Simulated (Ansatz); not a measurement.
# AlCo (Pm-3m) in Ansatz: convergence with k mesh

Aim: find how far k mesh must go before the results for AlCo settle, at r2SCAN. This setting moves, with any that are tied to it; all else stays.

Program: Ansatz 0.2.0. These are calculated values, not measurements. Logs are shortened: lines on timing, memory, paths and dates and some standing lists are left out, and cuts for length are marked.

## (1) The crystal as given

It takes space group Pm-3m (No. 221, cubic). The conventional cell has a = 2.819 Å, b = 2.819 Å, c = 2.819 Å, α = 90.00°, β = 90.00°, γ = 90.00°. Co (site symmetry m-3m) has 8 Al at 2.44 Å as nearest neighbours. Around Al (site symmetry m-3m) lie 8 Co at 2.44 Å.

The cell is a database's computed one.

## (2) With k mesh 3 × 3 × 3

input.yaml

```yaml
crystal:
  lattice:
    - [2.81940321, 0.0, 0.0]
    - [0.0, 2.81940321, 0.0]
    - [0.0, 0.0, 2.81940321]
  atoms:
    - { symbol: Co, position: [0.5, 0.5, 0.5], spin: 2.0 }
    - { symbol: Al, position: [0.0, 0.0, 0.0] }
hamiltonian:
  xc: r2scan
  pseudopotentials: { kind: nc }
magnetization:
  spin_polarized: true
kpoints:
  mp_grid: { grid: [3, 3, 3] }
scf:
  occupations: { method: gaussian, width: 0.05 }
output:
  forces: true
  stress: true
  eigenvalues: true
```

Potentials or basis: PseudoDojo standard (PBE files) with Ansatz NC.

Run with:

```console
> ansatz run input.yaml --threads 2 --pin off --max-ram 5632MiB --backend cpu --events-out ev --progress --plain --runs-dir out
```

Wall time 7 s (2 threads of Intel Xeon at 2.50GHz (Skylake/Cascade Lake), shared host); peak memory 0.5 GiB.

Results:

* Free energy: -4300.8474 eV
* Pressure: -3.1 GPa
* Band gap on the k mesh: 1.55 eV, indirect (least direct gap 1.57 eV)
* Net moment: 0.00 μB per cell
* Absolute moment: 0.00 μB per cell

## (3) With k mesh 4 × 4 × 4

input.yaml, as its differences from that of step 2:

```diff
@@ -14,3 +14,3 @@
 kpoints:
-  mp_grid: { grid: [3, 3, 3] }
+  mp_grid: { grid: [4, 4, 4] }
 scf:
```

Potentials or basis: PseudoDojo standard (PBE files) with Ansatz NC.

Run with:

```console
> ansatz run input.yaml --threads 2 --pin off --max-ram 5632MiB --backend cpu --events-out ev --progress --plain --runs-dir out
```

Run time: 8.9 s. Hardware: 2 threads of Intel Xeon at 2.50GHz (Skylake/Cascade Lake), shared host; peak memory 0.52 GiB.

Results:

```
Free energy            : -4300.5865 eV
Pressure               : 3.1 GPa
Band gap on the k mesh : none (metal or under the smearing width)
Net moment             : 0.47 μB per cell
Absolute moment        : 0.73 μB per cell
Site moments           : Co +0.59; Al -0.03 μB
```

## (4) With k mesh 5 × 5 × 5

input.yaml, as its differences from that of step 3:

```diff
@@ -14,3 +14,3 @@
 kpoints:
-  mp_grid: { grid: [4, 4, 4] }
+  mp_grid: { grid: [5, 5, 5] }
 scf:
```

Run with:

```console
> ansatz run input.yaml --threads 2 --pin off --max-ram 5632MiB --backend cpu --events-out ev --progress --plain --runs-dir out
```

Run time: 11 s. Hardware: 2 threads of Intel Xeon at 2.50GHz (Skylake/Cascade Lake), shared host; peak memory 0.52 GiB.

Results:

```
Free energy            : -4300.6839 eV
Pressure               : -0.9 GPa
Band gap on the k mesh : 0.29 eV, indirect (least direct gap 1.22 eV)
Net moment             : 0.00 μB per cell
Absolute moment        : 0.00 μB per cell
```

## (5) With k mesh 7 × 7 × 7

input.yaml, as its differences from that of step 4:

```diff
@@ -14,3 +14,3 @@
 kpoints:
-  mp_grid: { grid: [5, 5, 5] }
+  mp_grid: { grid: [7, 7, 7] }
 scf:
```

Run with:

```console
> ansatz run input.yaml --threads 2 --pin off --max-ram 5632MiB --backend cpu --events-out ev --progress --plain --runs-dir out
```

Run time: 20 s. Hardware: 2 threads of Intel Xeon at 2.50GHz (Skylake/Cascade Lake), shared host; peak memory 0.55 GiB.

Results:

* Free energy: -4300.6712 eV
* Pressure: -0.5 GPa
* Band gap on the k mesh: none (metal or under the smearing width)
* Net moment: 0.02 μB per cell
* Absolute moment: 0.04 μB per cell
* Site moments: Co +0.03; Al -0.00 μB

## (6) With k mesh 8 × 8 × 8

input.yaml, as its differences from that of step 5:

```diff
@@ -14,3 +14,3 @@
 kpoints:
-  mp_grid: { grid: [7, 7, 7] }
+  mp_grid: { grid: [8, 8, 8] }
 scf:
```

Potentials or basis: PseudoDojo standard (PBE files) with Ansatz NC.

Run with:

```console
> ansatz run input.yaml --threads 2 --pin off --max-ram 5632MiB --backend cpu --events-out ev --progress --plain --runs-dir out
```

It took 19 s on 2 threads of Intel Xeon at 2.50GHz (Skylake/Cascade Lake), shared host; peak memory 0.59 GiB.

Results (log left out):

```
Free energy            : -4300.6587 eV
Pressure               : 0.0 GPa
Band gap on the k mesh : none (metal or under the smearing width)
Net moment             : 0.15 μB per cell
Absolute moment        : 0.28 μB per cell
Site moments           : Co +0.21; Al -0.02 μB
```

## (7) With k mesh 11 × 11 × 11

input.yaml, as its differences from that of step 6:

```diff
@@ -14,3 +14,3 @@
 kpoints:
-  mp_grid: { grid: [8, 8, 8] }
+  mp_grid: { grid: [11, 11, 11] }
 scf:
```

Run with:

```console
> ansatz run input.yaml --threads 2 --pin off --max-ram 5632MiB --backend cpu --events-out ev --progress --plain --runs-dir out
```

It took 50 s on 2 threads of Intel Xeon at 2.50GHz (Skylake/Cascade Lake), shared host; peak memory 0.63 GiB.

The run converged. Its results:

| Item | Value |
| --- | --- |
| Free energy | -4300.6619 eV |
| Pressure | -0.5 GPa |
| Band gap on the k mesh | none (metal or under the smearing width) |
| Net moment | 0.00 μB per cell |
| Absolute moment | 0.00 μB per cell |

## (8) With k mesh 13 × 13 × 13

input.yaml, as its differences from that of step 7:

```diff
@@ -14,3 +14,3 @@
 kpoints:
-  mp_grid: { grid: [11, 11, 11] }
+  mp_grid: { grid: [13, 13, 13] }
 scf:
```

Run with:

```console
> ansatz run input.yaml --threads 2 --pin off --max-ram 5632MiB --backend cpu --events-out ev --progress --plain --runs-dir out
```

It took 63 s on 2 threads of Intel Xeon at 2.50GHz (Skylake/Cascade Lake), shared host; peak memory 0.69 GiB.

The run converged. Its results:

- Free energy: -4300.6645 eV
- Pressure: -0.4 GPa
- Band gap on the k mesh: none (metal or under the smearing width)
- Net moment: 0.00 μB per cell
- Absolute moment: 0.00 μB per cell

## (9) With k mesh 15 × 15 × 15

input.yaml, as its differences from that of step 8:

```diff
@@ -14,3 +14,3 @@
 kpoints:
-  mp_grid: { grid: [13, 13, 13] }
+  mp_grid: { grid: [15, 15, 15] }
 scf:
```

Potentials or basis: PseudoDojo standard (PBE files) with Ansatz NC.

Run with:

```console
> ansatz run input.yaml --threads 2 --pin off --max-ram 5632MiB --backend cpu --events-out ev --progress --plain --runs-dir out
```

The log of the run:

```text
Warning: hamiltonian.xc reads the kinetic-energy density τ on the library's norm-conserving files, and those of Co were made for PBE
Warning: RAYON_NUM_THREADS=2 ignored (pool sized by the plan → 2); use --threads N
Engine: ansatz 0.2.0, x86_64-unknown-linux-gnu
Pseudopotentials: kind: nc
Pseudopotential: Co, nc, valence charge 17, recommended cutoff 1306.14654 eV (normal), Co.nc.azcp (PseudoDojo's, or run here from an input of PseudoDojo's: the run reads no file of this project's for it)
Pseudopotential: Al, nc, valence charge 3, recommended cutoff 310 eV (normal), Al.nc.azcp
Functional definition: r2SCAN
  parameter k0 = 0.174
  parameter k1 = 0.065
  parameter a1 = 4.9479
  exchange = r2scan_x(k0 = k0, k1 = k1, a1 = a1)
  correlation = r2scan_c
Crystal: 2 atoms, lattice volume = 22.412 Å³
Basis set: ecut = 1306.14654 eV, 2469 PW (Γ), exchange–correlation on 144×144×144 points (64 copies of the dense FFT grid, shifted against one another)
Bands: 15, of which v1, the nominal top of the filled ones, is band 10 counted from 1 (9 counted from 0)
Symmetry: 48 space group operations
Space group: Pm-3m (ITA 221), of the structure as read, at distance tolerance 2.8e-5 Å
Magnetic group: BNS 221.92 (UNI 1594), of the structure as read, at distance tolerance 2.8e-5 Å
k-points: 120 of 3375
Non-local potential: Co, projectors of the file, l = 0: 2, l = 1: 2, l = 2: 2
Non-local potential: Al, projectors of the file, l = 0: 2, l = 1: 2, l = 2: 2, l = 3: 1
Initial density: superposition of atomic densities (chi_scale 0.1, normalization cell)
Starting moments: Σ|m| = 2 μB on 1 of 2 sites
Initial wavefunctions: pseudopotential atomic-orbital guess
Functional: x = r2scan, c = r2scan; τ floored in thin density (d = 2e-4 eV/Å³)
SCF iter   1: F=—  HF=-4300.664766 eV  |F-HF|=—  |Δ(HF+E_count)|=         —  Δρ=1.56e-1 (↑5.45e-2 ↓1.56e-1)  dr2=3.28e0  dr2_τ=5.00e0  dr2_m=1.97e0  M=0.719 μB ∫|m|=0.978 μB  β_m=0.30  ethr=3.10e-3  ⟨swp⟩=5.7  Hψ=17968  notcnv=0
preconditioner: auto → none  [metal: Δε(μ)=0.020 eV  Ē_g=10.924 eV  σ=0.050 eV  W_gap=0.22  n_scr=6 (ndim 8)  ℏωp=27.2 eV  f_vac=0.000  D(μ)=1.55/eV (n_scr^D=18)  sad-step TF]
SCF iter   2: F=—  HF=-4300.400261 eV  |F-HF|=—  |Δ(HF+E_count)|=   2.65e-1  Δρ=7.55e-2 (↑6.68e-2 ↓7.55e-2)  dr2=2.66e-1  dr2_τ=1.75e0  dr2_m=9.17e-1  M=0.754 μB ∫|m|=1.032 μB  β_m=0.30  ethr=3.10e-3  ⟨swp⟩=2.9  Hψ=8349  notcnv=0  defer=210  κ⁻¹=1.0e0(r=1)
spin-set hold released at iteration 2 (site moments show no strong build): the magnetisation degrees of freedom join the quasi-Newton model from the next iteration; the mixer history was kept
SCF iter   3: F=—  HF=-4300.444316 eV  |F-HF|=—  |Δ(HF+E_count)|=   4.41e-2  Δρ=5.87e-2 (↑5.73e-2 ↓5.87e-2)  dr2=1.03e-1  dr2_τ=1.96e-1  dr2_m=6.12e-1  M=0.645 μB ∫|m|=0.948 μB  β_m=0.61  ethr=1.33e-3  ⟨swp⟩=2.0  Hψ=5481  notcnv=0  defer=209  κ⁻¹=5.4e-2(r=2)
SCF iter   4: F=—  HF=-4300.588905 eV  |F-HF|=—  |Δ(HF+E_count)|=   1.45e-1  Δρ=3.94e-2 (↑2.74e-2 ↓3.94e-2)  dr2=5.52e-2  dr2_τ=3.96e-1  dr2_m=1.94e-1  M=0.351 μB ∫|m|=0.704 μB  β_m=0.83  ethr=5.13e-4  ⟨swp⟩=2.7  Hψ=5919  notcnv=0  defer=209  κ⁻¹=1.3e-2(r=3)
SCF iter   5: F=—  HF=-4300.644142 eV  |F-HF|=—  |Δ(HF+E_count)|=   5.52e-2  Δρ=1.44e-2 (↑1.44e-2 ↓4.33e-3)  dr2=7.98e-3  dr2_τ=2.19e-2  dr2_m=1.72e-2  M=0.183 μB ∫|m|=0.463 μB  β_m=1.20  ethr=2.76e-4  ⟨swp⟩=2.6  Hψ=5975  notcnv=0  defer=209  κ⁻¹=4.7e-3(r=4)
SCF iter   6: F=—  HF=-4300.657175 eV  |F-HF|=—  |Δ(HF+E_count)|=   1.30e-2  Δρ=6.06e-3 (↑5.88e-3 ↓6.06e-3)  dr2=1.72e-3  dr2_τ=2.64e-2  dr2_m=5.09e-3  M=0.146 μB ∫|m|=0.328 μB  β_m=1.20  ethr=3.99e-5  ⟨swp⟩=2.4  Hψ=7855  notcnv=0  defer=223  κ⁻¹=1.3e-3(r=5)
SCF iter   7: F=—  HF=-4300.661610 eV  |F-HF|=—  |Δ(HF+E_count)|=   4.43e-3  Δρ=3.41e-3 (↑1.98e-3 ↓3.41e-3)  dr2=7.04e-4  dr2_τ=5.11e-3  dr2_m=1.35e-3  M=0.094 μB ∫|m|=0.197 μB  β_m=1.20  ethr=8.59e-6  ⟨swp⟩=2.0  Hψ=7212  notcnv=0  defer=215  κ⁻¹=1.6e-4(r=6)
SCF iter   8: F=—  HF=-4300.663117 eV  |F-HF|=—  |Δ(HF+E_count)|=   1.51e-3  Δρ=1.93e-3 (↑7.23e-4 ↓1.93e-3)  dr2=1.45e-4  dr2_τ=8.09e-4  dr2_m=2.47e-4  M=0.055 μB ∫|m|=0.113 μB  β_m=1.20  ethr=3.52e-6  ⟨swp⟩=2.0  Hψ=6080  notcnv=0  defer=215  κ⁻¹=5.3e-6(r=7)
SCF iter   9: F=—  HF=-4300.663533 eV  |F-HF|=—  |Δ(HF+E_count)|=   4.16e-4  Δρ=1.61e-3 (↑8.47e-4 ↓1.61e-3)  dr2=1.01e-4  dr2_τ=3.05e-4  dr2_m=9.19e-5  M=0.034 μB ∫|m|=0.069 μB  β_m=0.30  ethr=7.27e-7  ⟨swp⟩=2.0  Hψ=5914  notcnv=0  defer=213  κ⁻¹=9.4e-7(r=8)
SCF iter  10: F=—  HF=-4300.663880 eV  |F-HF|=—  |Δ(HF+E_count)|=   3.47e-4  Δρ=1.03e-3 (↑1.03e-3 ↓8.04e-4)  dr2=8.14e-5  dr2_τ=5.35e-5  dr2_m=5.57e-6  M=-0.003 μB ∫|m|=0.008 μB  β_m=0.79  ethr=5.06e-7  ⟨swp⟩=3.7  Hψ=8165  notcnv=0  defer=211  κ⁻¹=6.0e-6(r=8)
SCF iter  11: F=—  HF=-4300.663894 eV  |F-HF|=—  |Δ(HF+E_count)|=   1.32e-5  Δρ=2.40e-4 (↑1.51e-4 ↓2.40e-4)  dr2=3.19e-6  dr2_τ=2.96e-5  dr2_m=7.05e-6  M=0.002 μB ∫|m|=0.005 μB  β_m=0.30  ethr=4.07e-7  ⟨swp⟩=2.6  Hψ=6218  notcnv=0  defer=204  κ⁻¹=1.2e-5(r=8)
SCF iter  12: F=—  HF=-4300.663896 eV  |F-HF|=—  |Δ(HF+E_count)|=   2.10e-6  Δρ=7.95e-5 (↑7.95e-5 ↓3.15e-5)  dr2=1.16e-6  dr2_τ=1.28e-6  dr2_m=3.30e-7  M=0.001 μB ∫|m|=0.003 μB  β_m=1.20  ethr=1.60e-8  ⟨swp⟩=2.2  Hψ=5118  notcnv=0  defer=204  κ⁻¹=2.3e-6(r=8)
SCF iter  13: F=—  HF=-4300.663896 eV  |F-HF|=—  |Δ(HF+E_count)|=   1.39e-7  Δρ=9.58e-5 (↑6.03e-5 ↓9.58e-5)  dr2=1.17e-7  dr2_τ=3.29e-6  dr2_m=1.20e-6  M=0.002 μB ∫|m|=0.004 μB  β_m=0.59  ethr=5.78e-9  ⟨swp⟩=2.2  Hψ=5313  notcnv=0  defer=204  κ⁻¹=9.2e-6(r=8)
SCF iter  14: F=—  HF=-4300.663898 eV  |F-HF|=—  |Δ(HF+E_count)|=   1.79e-6  Δρ=1.65e-5 (↑1.65e-5 ↓1.59e-5)  dr2=3.34e-8  dr2_τ=6.51e-8  dr2_m=1.55e-8  M=-0.000 μB ∫|m|=0.000 μB  β_m=1.20  ethr=5.00e-10  ⟨swp⟩=11.1  Hψ=21204  notcnv=0  κ⁻¹=1.0e-5(r=8)
SCF iter  15: F=—  HF=-4300.663898 eV  |F-HF|=—  |Δ(HF+E_count)|=   1.92e-8  Δρ=1.61e-5 (↑7.93e-6 ↓1.61e-5)  dr2=9.30e-9  dr2_τ=6.71e-8  dr2_m=2.55e-8  M=0.000 μB ∫|m|=0.001 μB  β_m=0.35  ethr=1.67e-10  ⟨swp⟩=5.7  Hψ=15382  notcnv=0  κ⁻¹=6.5e-6(r=8)
SCF iter  16: F=—  HF=-4300.663898 eV  |F-HF|=—  |Δ(HF+E_count)|=   3.46e-8  Δρ=2.21e-6 (↑2.00e-6 ↓2.21e-6)  dr2=4.17e-10  dr2_τ=6.05e-10  dr2_m=4.91e-10  M=0.000 μB ∫|m|=0.000 μB  β_m=0.83  ethr=4.65e-11  ⟨swp⟩=4.9  Hψ=12466  notcnv=0  κ⁻¹=1.2e-6(r=8)
SCF iter  17: F=—  HF=-4300.663898 eV  |F-HF|=—  |Δ(HF+E_count)|=   1.38e-9  Δρ=1.97e-6 (↑1.95e-6 ↓1.97e-6)  dr2=1.16e-10  dr2_τ=1.52e-9  dr2_m=6.67e-10  M=0.000 μB ∫|m|=0.000 μB  β_m=1.20  ethr=2.08e-12  ⟨swp⟩=3.9  Hψ=9794  notcnv=0  κ⁻¹=9.2e-7(r=8)
SCF iter  18: F=-4300.663898 eV  HF=-4300.663898 eV  |F-HF|=1.64e-11  |Δ(HF+E_count)|=  9.64e-10  Δρ=3.85e-7 (↑2.73e-7 ↓3.85e-7)  dr2=1.02e-11  dr2_τ=2.46e-11  dr2_m=7.14e-12  M=-0.000 μB ∫|m|=0.000 μB  ethr=1.00e-12  ⟨swp⟩=3.2  Hψ=9579  notcnv=0
WARN: the starting moments were not kept: the SCF closed with an absolute magnetisation of 6.1e-6 μB, where they sum to 2 μB in size (1 site). That is at most 0.1 of that sum. Measured as dr2_m measures the in/out step, that magnetisation stands 5.7e-11 eV from none, at or under the dr2_threshold of 1.0e-7 eV: it is no larger than a step whose dr2_m would equal this threshold. The system may hold no moment; this SCF shows only that its start led to no more than that. To try another start: raise the starting moments (crystal.atoms[].spin, magnetization.per_species, magnetization.initial_magnetization, or on a non-collinear deck that types none of these the spinor_matrix: blocks that start its atoms; where the total moment is fixed, keep their sum and leave initial_magnetization as it is; typed ones take the place of any that the run laid by itself, positive ones on a crystal's lanthanoids without a Hubbard term where scf.initial_density.shell_occupations: [] is typed) or, if the notice of its spin-set hold's release reads "site moments contracting" or "site moments show no strong build", lengthen the hold (scf.mixing.spin_hold: { on: { confirm: 4 } }; for m-r²SCAN on two components see the key's manual first). Each may lead to a state that holds a moment. A second SCF, from the converged charge density, with the starting moments and any scf.initial_density.shell_occupations laid on it anew, would have followed, and was not run: the deck does not ask for one (magnetization.retry_lost_moments is false, the default). To let it run, set magnetization.retry_lost_moments: true and run the deck again, where that key's refused combinations let it; where memory then withholds it, that run's warning says so.
SCF 1 converged in 18 iterations: F = -4300.663898 eV  dr2 = 1.02e-11
this state was not tested for a lower state beside it, because the mixer in use, unlike msr1, does not test its closes by its own steps (another_mixer; see scf.mixing.algorithm and scf.lower_state_search)
SCF converged after 18 iterations
Magnetization: -0.0000 μB (10.0000 up, 10.0000 down)
Absolute magnetization: 0.0000 μB (∫|ρ↑−ρ↓|)
Spin contamination: 0.0000 ħ² per cell (⟨S²⟩ above its minimum at these occupations)
Per-site moments (μB) at R_I (Å): [(-4.48506192093664e-6, 1.0071908563906993), (3.2052965212377786e-7, 1.0071908563906993)]
Free energy (F): -4300.663898 eV
Harris-Foulkes:  -4300.663898 eV  (|F-HF|=1.64e-11)
Internal energy: -4300.663132 eV  (E = F + TS)
E sigma→0 (E₀):  -4300.663515 eV
Entropy (-TS):   -0.000765 eV (-0.383 meV/atom)
Fermi energy:    15.114744 eV
--- Per-component energies (eV) ---
  E_band       = -298.171261
  E_kinetic    = 1886.545206
  E_local      = -3854.247993  (includes V_loc(G=0)·N_el)
  E_nonlocal   = -507.770237
  E_hartree    = 1412.623026
  E_xc         = -869.764873
  E_vxc        = -692.316734  (∫ρ·V_xc dr)
  E_vtau       = 44.372443  (kinetic-family band-sum trace: ∫τ·v_τ [+ j·A + Jᵃ·Aᵃ] dr)
  E_ewald      = -2368.048262
  E_smearing   = -0.000765  (= −TS)
  E_closure    = 0.000000  (closes the sum)
  Σ components = -4300.663898   (vs F -4300.663898, Δ=0.00e0)
--- Forces (eV/Å), atoms counted from 1 ---
  atom   1  Co     0.00000000    -0.00000000    -0.00000000
  atom   2  Al    -0.00000000     0.00000000    -0.00000000
  max |Σ_I F_I| component: 6.72e-28 eV/Å
--- Stress (GPa, compression-positive) ---
       -0.420496       0.000000       0.000000
        0.000000      -0.420496       0.000000
        0.000000       0.000000      -0.420496
  P = ⅓ Tr σ = -0.4205 GPa (-4.205 kbar)
--- Band table (eV; the first three rows and the last of 240) ---
  k-point 0 ↑: bands = ["-83.7356", "-45.4351", "-45.4351", "-45.4351", "3.1514", "11.8837", "11.8837", "14.1434", "14.1434", "14.1434", "21.5948", "21.5948", "21.5948", "24.2973", "24.2973"]
  k-point 1 ↑: bands = ["-83.7354", "-45.4372", "-45.4349", "-45.4349", "3.2423", "11.8729", "11.9100", "14.0942", "14.0942", "14.1484", "20.6678", "21.7215", "21.7215", "24.2854", "25.1750"]
  k-point 2 ↑: bands = ["-83.7350", "-45.4433", "-45.4344", "-45.4344", "3.5138", "11.8181", "11.9856", "13.9605", "13.9605", "14.1629", "19.1226", "22.0881", "22.0881", "24.2500", "26.5555"]
  k-point 119 ↓: bands = ["-83.7250", "-45.4743", "-45.4743", "-45.4743", "10.7055", "10.8005", "10.8005", "14.8301", "14.8301", "16.9691", "17.5145", "17.5145", "20.1302", "20.9482", "20.9482"]
```

Run time: 72 s. Hardware: 2 threads of Intel Xeon at 2.50GHz (Skylake/Cascade Lake), shared host; peak memory 0.74 GiB.

Results:

```
Free energy            : -4300.6639 eV
Pressure               : -0.4 GPa
Band gap on the k mesh : none (metal or under the smearing width)
Net moment             : 0.00 μB per cell
Absolute moment        : 0.00 μB per cell
```

## (10) Result

```csv
k mesh,"energy less the tightest run, at zero smearing (meV/atom)",pressure (GPa),absolute moment (μB),gap on the mesh (eV),SCF cycles,CPU time (s),peak memory (GiB)
3 × 3 × 3,-91.95,-3.10,0.00,1.550,17,13,0.5
4 × 4 × 4,39.10,3.07,0.73,0.000,15,16,0.52
5 × 5 × 5,-10.20,-0.93,0.00,0.288,19,20,0.52
7 × 7 × 7,-3.70,-0.55,0.04,0.000,19,31,0.55
8 × 8 × 8,2.73,-0.03,0.28,0.000,13,33,0.59
11 × 11 × 11,1.10,-0.46,0.00,0.000,25,91,0.63
13 × 13 × 13,-0.30,-0.44,0.00,0.000,20,120,0.69
15 × 15 × 15,0.00,-0.42,0.00,0.000,18,140,0.74
```

Against the tightest run, the energy stays within 1 meV/atom from 13 × 13 × 13 on; the pressure stays within 0.1 GPa from 11 × 11 × 11 on; the absolute moment stays within 0.02 μB from 11 × 11 × 11 on; the gap on the mesh stays within 0.01 eV from 7 × 7 × 7 on. Meshes of other sizes hit other points, so gaps and Fermi surfaces needn't settle smoothly. The tightest run that finished is the yardstick and may itself not be fully converged.

Caveats: the magnetic or orbital state may not be the lowest; the starting moments collapsed, and a magnetic state may lie lower; the potentials were made for another functional, which shifts forces and pressure; the starting moments weren't kept.
